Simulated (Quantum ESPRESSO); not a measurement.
# La2O3 (P-62m) in Quantum ESPRESSO: settings compared

One crystal, La2O3, is run at these levels: LDA, PBEsol; tasks: band structure.

All numbers are computed with Quantum ESPRESSO 7.5; they aren't measurements. Logs are shortened: lines on timing, memory, paths and dates and some standing lists are left out, and cuts for length are marked.

## 1. The crystal as given

The structure is hexagonal, space group P-62m (No. 189). Conventional cell: a = 6.267 Å, b = 6.267 Å, c = 3.300 Å, α = 90.00°, β = 90.00°, γ = 120.00°. La (site symmetry -6) is surrounded by 6 O at 2.45 Å. Around O (site symmetry m2m) lie 4 La at 2.45 Å.

The cell comes from a database or a generator and needn't be the stable form of this composition.

## 2. Band structure, LDA

Contents of pw.in:

```
&CONTROL
  calculation = 'scf'
  prefix = 'pwscf'
  outdir = './tmp'
  pseudo_dir = './pseudo'
  tprnfor = .true.
  tstress = .true.
  disk_io = 'low'
/
&SYSTEM
  ibrav = 0
  celldm(1) = 8
  nat = 5
  ntyp = 2
  ecutwfc = 45
  ecutrho = 360
  nbnd = 28
  occupations = 'smearing'
  smearing = 'fd'
  degauss = 0.00367493
/
&ELECTRONS
  conv_thr = 1d-09
  electron_maxstep = 120
  mixing_beta = 0.5
/
ATOMIC_SPECIES
La   138.9055 la_lda_v1.uspp.F.UPF
O     15.9990 o_lda_v1.2.uspp.F.UPF
CELL_PARAMETERS alat
  1.4803123008893   0.0000000000000   0.0000000000000
 -0.7401561504446   1.2819880581070   0.0000000000000
  0.0000000000000   0.0000000000000   0.7794567519190
ATOMIC_POSITIONS crystal
La     0.6666666667    0.3333333333    0.5000000000
La     0.3333333333    0.6666666667    0.5000000000
O      0.5080139900    0.0000000000    0.0000000000
O      0.0000000000    0.5080139900    0.0000000000
O      0.4919860100    0.4919860100    0.0000000000
K_POINTS automatic
5 5 8 0 0 0
```

Contents of bands.in:

```
&CONTROL
  calculation = 'bands'
  prefix = 'pwscf'
  outdir = './tmp'
  pseudo_dir = './pseudo'
  disk_io = 'low'
  verbosity = 'high'
/
&SYSTEM
  ibrav = 0
  celldm(1) = 8
  nat = 5
  ntyp = 2
  ecutwfc = 45
  ecutrho = 360
  nbnd = 28
  occupations = 'smearing'
  smearing = 'fd'
  degauss = 0.00367493
/
&ELECTRONS
  conv_thr = 1d-08
  electron_maxstep = 120
  mixing_beta = 0.5
  diago_full_acc = .true.
  startingwfc = 'random'
/
ATOMIC_SPECIES
La   138.9055 la_lda_v1.uspp.F.UPF
O     15.9990 o_lda_v1.2.uspp.F.UPF
CELL_PARAMETERS alat
  1.4803123008893   0.0000000000000   0.0000000000000
 -0.7401561504446   1.2819880581070   0.0000000000000
  0.0000000000000   0.0000000000000   0.7794567519190
ATOMIC_POSITIONS crystal
La     0.6666666667    0.3333333333    0.5000000000
La     0.3333333333    0.6666666667    0.5000000000
O      0.5080139900    0.0000000000    0.0000000000
O      0.0000000000    0.5080139900    0.0000000000
O      0.4919860100    0.4919860100    0.0000000000
K_POINTS crystal
60
 0.0000000000  0.0000000000  0.0000000000 1
 0.1000000000  0.0000000000  0.0000000000 1
 0.2000000000  0.0000000000  0.0000000000 1
 0.3000000000  0.0000000000  0.0000000000 1
 0.4000000000  0.0000000000  0.0000000000 1
 0.5000000000  0.0000000000  0.0000000000 1
 0.4166666667  0.1666666667  0.0000000000 1
 0.3333333333  0.3333333333  0.0000000000 1
 0.2777777778  0.2777777778  0.0000000000 1
 0.2222222222  0.2222222222  0.0000000000 1
 0.1666666667  0.1666666667  0.0000000000 1
 0.1111111111  0.1111111111  0.0000000000 1
 0.0555555556  0.0555555556  0.0000000000 1
 0.0000000000  0.0000000000  0.0000000000 1
 0.0000000000  0.0000000000  0.0555555556 1
 0.0000000000  0.0000000000  0.1111111111 1
 0.0000000000  0.0000000000  0.1666666667 1
 0.0000000000  0.0000000000  0.2222222222 1
 0.0000000000  0.0000000000  0.2777777778 1
 0.0000000000  0.0000000000  0.3333333333 1
 0.0000000000  0.0000000000  0.3888888889 1
 0.0000000000  0.0000000000  0.4444444444 1
 0.0000000000  0.0000000000  0.5000000000 1
 0.1000000000  0.0000000000  0.5000000000 1
 0.2000000000  0.0000000000  0.5000000000 1
 0.3000000000  0.0000000000  0.5000000000 1
 0.4000000000  0.0000000000  0.5000000000 1
 0.5000000000  0.0000000000  0.5000000000 1
 0.4444444444  0.1111111111  0.5000000000 1
 0.3888888889  0.2222222222  0.5000000000 1
 0.3333333333  0.3333333333  0.5000000000 1
 0.2857142857  0.2857142857  0.5000000000 1
 0.2380952381  0.2380952381  0.5000000000 1
 0.1904761905  0.1904761905  0.5000000000 1
 0.1428571429  0.1428571429  0.5000000000 1
 0.0952380952  0.0952380952  0.5000000000 1
 0.0476190476  0.0476190476  0.5000000000 1
 0.0000000000  0.0000000000  0.5000000000 1
 0.5000000000  0.0000000000  0.5000000000 1
 0.5000000000  0.0000000000  0.4500000000 1
 0.5000000000  0.0000000000  0.4000000000 1
 0.5000000000  0.0000000000  0.3500000000 1
 0.5000000000  0.0000000000  0.3000000000 1
 0.5000000000  0.0000000000  0.2500000000 1
 0.5000000000  0.0000000000  0.2000000000 1
 0.5000000000  0.0000000000  0.1500000000 1
 0.5000000000  0.0000000000  0.1000000000 1
 0.5000000000  0.0000000000  0.0500000000 1
 0.5000000000  0.0000000000  0.0000000000 1
 0.3333333333  0.3333333333  0.0000000000 1
 0.3333333333  0.3333333333  0.0500000000 1
 0.3333333333  0.3333333333  0.1000000000 1
 0.3333333333  0.3333333333  0.1500000000 1
 0.3333333333  0.3333333333  0.2000000000 1
 0.3333333333  0.3333333333  0.2500000000 1
 0.3333333333  0.3333333333  0.3000000000 1
 0.3333333333  0.3333333333  0.3500000000 1
 0.3333333333  0.3333333333  0.4000000000 1
 0.3333333333  0.3333333333  0.4500000000 1
 0.3333333333  0.3333333333  0.5000000000 1
```

Potentials or basis: GBRV 1.5 LDA.

Command:

```
$ OMP_NUM_THREADS=1 mpirun -n 2 pw.x -nk 2 -in pw.in > pw.out
$ OMP_NUM_THREADS=1 mpirun -n 2 pw.x -nk 2 -in bands.in > bands.out
```

pw.out:

```text
This program is part of the open-source Quantum ESPRESSO suite
     for quantum simulation of materials; please cite
[... 6 lines left out ...]
     using ibrav=0 with symmetry is DISCOURAGED, use correct ibrav instead

     K-points division:     npool     =       2
     Subspace diagonalization in iterative solution of the eigenvalue problem:
     a serial algorithm will be used

     G-vector sticks info
     --------------------
     sticks:   dense  smooth     PW     G-vecs:    dense   smooth      PW
     Sum        3463    1735    511                87319    30909    5001

     Using Slab Decomposition

     bravais-lattice index     =            0
     lattice parameter (alat)  =       8.0000  a.u.
     unit-cell volume          =     757.3547 (a.u.)^3
     number of atoms/cell      =            5
     number of atomic types    =            2
     number of electrons       =        40.00
     number of Kohn-Sham states=           28
     kinetic-energy cutoff     =      45.0000  Ry
     charge density cutoff     =     360.0000  Ry
     scf convergence threshold =      1.0E-09
     mixing beta               =       0.5000
     number of iterations used =            8  plain     mixing
     Exchange-correlation= SLA  PZ   NOGX NOGC
                           (   1   1   0   0   0   0   0)

     celldm(1)=   8.000000  celldm(2)=   0.000000  celldm(3)=   0.000000
     celldm(4)=   0.000000  celldm(5)=   0.000000  celldm(6)=   0.000000

     crystal axes: (cart. coord. in units of alat)
               a(1) = (   1.480312   0.000000   0.000000 )
               a(2) = (  -0.740156   1.281988   0.000000 )
               a(3) = (   0.000000   0.000000   0.779457 )

     reciprocal axes: (cart. coord. in units 2 pi/alat)
               b(1) = (  0.675533  0.390019 -0.000000 )
               b(2) = (  0.000000  0.780038  0.000000 )
               b(3) = (  0.000000 -0.000000  1.282945 )

     PseudoPot. # 1 for La read from file:
     la_lda_v1.uspp.F.UPF
     Pseudo is Ultrasoft + core correction, Zval = 11.0
     Generated by new atomic code, or converted to UPF format
     Using radial grid of  995 points,  8 beta functions with:
                l(1) =   0
                l(2) =   0
                l(3) =   1
                l(4) =   1
                l(5) =   2
                l(6) =   2
                l(7) =   3
                l(8) =   3
     Q(r) pseudized with  8 coefficients,  rinner =    1.700   1.700   1.700
                                                       1.700   1.700   1.700
                                                       1.700

     PseudoPot. # 2 for O  read from file:
     o_lda_v1.2.uspp.F.UPF
     Pseudo is Ultrasoft + core correction, Zval =  6.0
     Generated by new atomic code, or converted to UPF format
     Using radial grid of  737 points,  5 beta functions with:
                l(1) =   0
                l(2) =   0
                l(3) =   1
                l(4) =   1
                l(5) =   2
     Q(r) pseudized with  8 coefficients,  rinner =    0.900   0.900   0.900
                                                       0.900   0.900

     atomic species   valence    mass     pseudopotential
     La               11.00   138.90550     La( 1.00)
     O                 6.00    15.99900     O ( 1.00)

     12 Sym. Ops. (no inversion) found

   Cartesian axes

     site n.     atom                  positions (alat units)
         1        La     tau(   1) = (   0.7401562   0.4273294   0.3897284  )
         2        La     tau(   2) = (  -0.0000000   0.8546587   0.3897284  )
         3        O      tau(   3) = (   0.7520194   0.0000000   0.0000000  )
         4        O      tau(   4) = (  -0.3760097   0.6512679   0.0000000  )
         5        O      tau(   5) = (   0.3641465   0.6307202   0.0000000  )

     number of k points=    25  Fermi-Dirac smearing, width (Ry)=  0.0037
                       cart. coord. in units 2pi/alat
        k(    1) = (   0.0000000   0.0000000   0.0000000), wk =   0.0100000
        k(    2) = (   0.0000000   0.0000000   0.1603681), wk =   0.0200000
        k(    3) = (   0.0000000   0.0000000   0.3207362), wk =   0.0200000
        k(    4) = (   0.0000000   0.0000000   0.4811043), wk =   0.0200000
        k(    5) = (   0.0000000   0.0000000  -0.6414724), wk =   0.0100000
        k(    6) = (   0.0000000   0.1560077   0.0000000), wk =   0.0600000
[... 17 lines left out ...]
        k(   24) = (   0.1351066   0.3900192   0.4811043), wk =   0.1200000
        k(   25) = (   0.1351066   0.3900192  -0.6414724), wk =   0.0600000

     Dense  grid:    87319 G-vectors     FFT dimensions: (  72,  72,  40)

     Smooth grid:    30909 G-vectors     FFT dimensions: (  54,  54,  27)

     Check: negative core charge=   -0.000002

     Initial potential from superposition of free atoms

     starting charge      39.9427, renormalised to      40.0000

     negative rho (up, down):  1.657E-01 0.000E+00
     Starting wfcs are   52 randomized atomic wfcs

     Self-consistent Calculation

     iteration #  1     ecut=    45.00 Ry     beta= 0.50
     Davidson diagonalization with overlap
     ethr =  1.00E-02,  avg # of iterations =  1.6

     negative rho (up, down):  1.637E-01 0.000E+00
[... 37 lines left out ...]
     total energy              =    -302.02308089 Ry
     estimated scf accuracy    <       0.00257527 Ry

     iteration #  6     ecut=    45.00 Ry     beta= 0.50
     Davidson diagonalization with overlap
     c_bands:  1 eigenvalues not converged
     ethr =  6.44E-06,  avg # of iterations = 12.4

     negative rho (up, down):  1.233E-01 0.000E+00

     total energy              =    -302.02184469 Ry
     estimated scf accuracy    <       0.00443412 Ry
[... 7 lines left out ...]
     total energy              =    -302.02279256 Ry
     estimated scf accuracy    <       0.00007460 Ry

     iteration #  8     ecut=    45.00 Ry     beta= 0.50
     Davidson diagonalization with overlap
     c_bands:  1 eigenvalues not converged
     c_bands:  1 eigenvalues not converged
     ethr =  1.87E-07,  avg # of iterations =  7.3

     negative rho (up, down):  1.235E-01 0.000E+00

     total energy              =    -302.02276587 Ry
     estimated scf accuracy    <       0.00019571 Ry

     iteration #  9     ecut=    45.00 Ry     beta= 0.50
     Davidson diagonalization with overlap
     c_bands:  1 eigenvalues not converged
     c_bands:  1 eigenvalues not converged
     ethr =  1.87E-07,  avg # of iterations =  5.1

     negative rho (up, down):  1.235E-01 0.000E+00

     total energy              =    -302.02278680 Ry
     estimated scf accuracy    <       0.00000834 Ry
[... 37 lines left out ...]
     iteration # 14     ecut=    45.00 Ry     beta= 0.50
     Davidson diagonalization with overlap
     ethr =  5.29E-12,  avg # of iterations =  4.7

     negative rho (up, down):  1.235E-01 0.000E+00

     End of self-consistent calculation

          k = 0.0000 0.0000 0.0000 (  3925 PWs)   bands (ev):

   -24.6639 -24.4404 -11.3786 -11.3786  -9.6304  -8.1007  -8.1007  -7.4219
    -7.0461  -6.1839  -6.1839   2.5413   3.6313   3.6313   3.9208   3.9208
     4.8823   4.8823   5.1774   5.3901   7.2855   9.3057   9.9413   9.9413
    10.8035  10.8267  10.8267  10.8606
[... 17 lines left out ...]
   -24.3804 -24.2018 -11.8309 -10.2551 -10.2551  -9.1330  -8.0143  -8.0143
    -7.7167  -7.7167  -5.9263   2.9931   2.9931   3.4785   4.2689   4.2689
     4.5852   4.5852   5.5038   5.5082   9.6534  10.3524  10.3591  10.3591
    10.4532  10.4554  10.4554  10.5139

          k = 0.0000 0.0000-0.6415 (  3866 PWs)   bands (ev):

   -24.3284 -24.1587 -12.1044  -9.8186  -9.8186  -9.4210  -8.5606  -8.5606
    -7.6453  -7.6453  -5.7580   2.7295   2.7295   3.2084   4.3996   4.3996
     4.6966   4.6966   5.5706   5.8980  10.1960  10.2297  10.2297  10.3129
    10.3856  10.4750  10.4750  10.5106
[... 24 lines left out ...]
   -24.3658 -24.2171 -11.7494 -10.5193 -10.2589  -8.9336  -8.0305  -7.8374
    -7.7858  -7.6916  -6.0763   3.0092   3.0790   3.7113   4.0606   4.1290
     4.6168   4.6672   5.3909   5.3998   9.7381  10.2424  10.4189  10.4417
    10.4436  10.5237  10.5319  10.5690

          k = 0.0000 0.1560-0.6415 (  3854 PWs)   bands (ev):

   -24.3145 -24.1732 -12.0117 -10.4387  -9.8192  -8.7063  -8.5775  -8.4965
    -7.7181  -7.6232  -5.9944   2.8249   2.9715   3.3170   4.2861   4.3578
     4.6148   4.6494   5.4290   5.6681  10.0074  10.3335  10.3372  10.4055
    10.4919  10.5032  10.5071  10.5836
[... 24 lines left out ...]
   -24.3315 -24.2525 -11.5431 -10.9339 -10.2651  -8.6447  -8.0531  -8.0270
    -7.6571  -7.3590  -6.4329   3.2013   3.2607   3.5823   3.9146   4.2494
     4.5683   4.7753   5.1430   5.1745   9.9883  10.2141  10.3886  10.4527
    10.5034  10.5590  10.6234  10.7269

          k = 0.0000 0.3120-0.6415 (  3860 PWs)   bands (ev):

   -24.2820 -24.2068 -11.7741 -11.0297  -9.8203  -8.6034  -8.3556  -7.8847
    -7.8729  -7.5890  -6.5390   3.0130   3.5653   3.5742   4.0208   4.2764
     4.2918   4.5137   5.2367   5.3112  10.0440  10.3780  10.3991  10.4604
    10.5048  10.5409  10.7774  10.8452
[... 24 lines left out ...]
   -24.3401 -24.2438 -11.5969 -10.8446 -10.2655  -8.6964  -8.0646  -7.9807
    -7.6582  -7.4575  -6.3453   3.1245   3.2239   3.7938   3.8145   4.1593
     4.6674   4.6934   5.2142   5.2158   9.9126  10.2298  10.4034  10.4560
    10.4753  10.5713  10.6087  10.6895

          k = 0.1351 0.2340-0.6415 (  3858 PWs)   bands (ev):

   -24.2901 -24.1985 -11.8363 -10.9132  -9.8204  -8.6061  -8.3741  -8.0593
    -7.8532  -7.5865  -6.4041   2.9896   3.3763   3.5029   4.1108   4.2861
     4.4450   4.5080   5.2671   5.3742  10.0544  10.3670  10.4258  10.4266
    10.4693  10.5441  10.7240  10.8591
[... 24 lines left out ...]
   -24.3106 -24.2738 -11.4035 -11.1250 -10.2701  -8.4840  -8.1871  -8.0698
    -7.6291  -7.0954  -6.6621   3.3442   3.3959   3.4461   3.7038   4.5168
     4.5343   4.7410   5.0496   5.0792  10.1157  10.2346  10.3456  10.4591
    10.4921  10.5981  10.6580  10.7693

          k = 0.1351 0.3900-0.6415 (  3854 PWs)   bands (ev):

   -24.2620 -24.2271 -11.6104 -11.2727  -9.8213  -8.6248  -8.2364  -7.9990
    -7.5622  -7.4920  -6.8748   3.1258   3.7186   3.8961   3.9066   4.0762
     4.2369   4.3495   5.1872   5.2109  10.1874  10.4019  10.4098  10.4394
    10.4777  10.5684  10.8438  10.8519

     the Fermi energy is     6.5928 ev

!    total energy              =    -302.02279104 Ry
     estimated scf accuracy    <          5.6E-10 Ry
     smearing contrib. (-TS)   =      -0.00000000 Ry
     internal energy E=F+TS    =    -302.02279104 Ry

     The total energy is F=E-TS. E is the sum of the following terms:
     one-electron contribution =    -115.80425027 Ry
     hartree contribution      =      77.98951931 Ry
     xc contribution           =    -119.60021473 Ry
     ewald contribution        =    -144.60784535 Ry

     convergence has been achieved in  14 iterations

     negative rho (up, down):  1.235E-01 0.000E+00

     Forces acting on atoms (cartesian axes, Ry/au):

     atom    1 type  1   force =     0.00000000    0.00000000   -0.00000000
     atom    2 type  1   force =     0.00000000    0.00000000   -0.00000000
     atom    3 type  2   force =    -0.00278573    0.00000000   -0.00000000
     atom    4 type  2   force =     0.00139286   -0.00241251   -0.00000000
     atom    5 type  2   force =     0.00139286    0.00241251    0.00000000

     Total force =     0.004825     Total SCF correction =     0.000001

     Computing stress (Cartesian axis) and pressure

     negative rho (up, down):  1.235E-01 0.000E+00
          total   stress  (Ry/bohr**3)                   (kbar)     P=      -29.66
  -0.00009896   0.00000000  -0.00000000          -14.56        0.00       -0.00
   0.00000000  -0.00009896  -0.00000000            0.00      -14.56       -0.00
   0.00000000   0.00000000  -0.00040704            0.00        0.00      -59.88

=------------------------------------------------------------------------------=
   JOB DONE.
=------------------------------------------------------------------------------=
```

Wall time 3.1 min (2 MPI ranks of Intel Xeon Platinum 8375C at 2.90GHz (Ice Lake), shared host); peak memory 1 GiB.

What came out:

```yaml
Free_energy: -4109.2294 eV
Pressure: -3.0 GPa
Largest_force: 0.072 eV/Å
Band_gap_on_the_k_mesh: 1.39 eV, indirect (least direct gap 1.90 eV)
Band_gap_along_the_path: 1.39 eV, indirect (least direct gap 1.90 eV)
```

Forces in eV/Å, atoms in the order of the input:
```
La   0.000  0.000  0.000
La   0.000  0.000  0.000
O   -0.072  0.000  0.000
O    0.036 -0.062  0.000
O    0.036  0.062  0.000
```

Stress tensor (GPa, compression positive):
```
-1.46  0.00  0.00
 0.00 -1.46  0.00
 0.00  0.00 -5.99
```

Levels at the corners of the path, in eV from the valence-band top:
```csv
point,band 17,band 18,band 19,band 20,band 21,band 22,band 23,band 24
Γ,-1.02,-1.02,-0.72,-0.51,1.39,3.41,4.04,4.04
M,-1.69,-1.19,-1.16,-0.96,2.60,3.45,4.35,4.39
K,-1.45,-1.39,-1.39,-0.99,3.12,3.12,4.18,4.58
Γ,-1.02,-1.02,-0.72,-0.51,1.39,3.41,4.04,4.04
A,-1.20,-1.20,-0.33,0.00,4.30,4.33,4.33,4.41
L,-1.62,-1.42,-0.69,-0.64,4.17,4.49,4.50,4.55
H,-1.75,-1.68,-0.72,-0.72,4.38,4.52,4.52,4.53
A,-1.20,-1.20,-0.33,0.00,4.30,4.33,4.33,4.41
L,-1.62,-1.42,-0.69,-0.64,4.17,4.49,4.50,4.55
M,-1.69,-1.19,-1.16,-0.96,2.60,3.45,4.35,4.39
K,-1.45,-1.39,-1.39,-0.99,3.12,3.12,4.18,4.58
H,-1.75,-1.68,-0.72,-0.72,4.38,4.52,4.52,4.53
```

Caveat: some levels on the path didn't converge; spin-orbit coupling is left out, which moves the levels of the heavy elements.

(Part 1 of 2 ends here.)
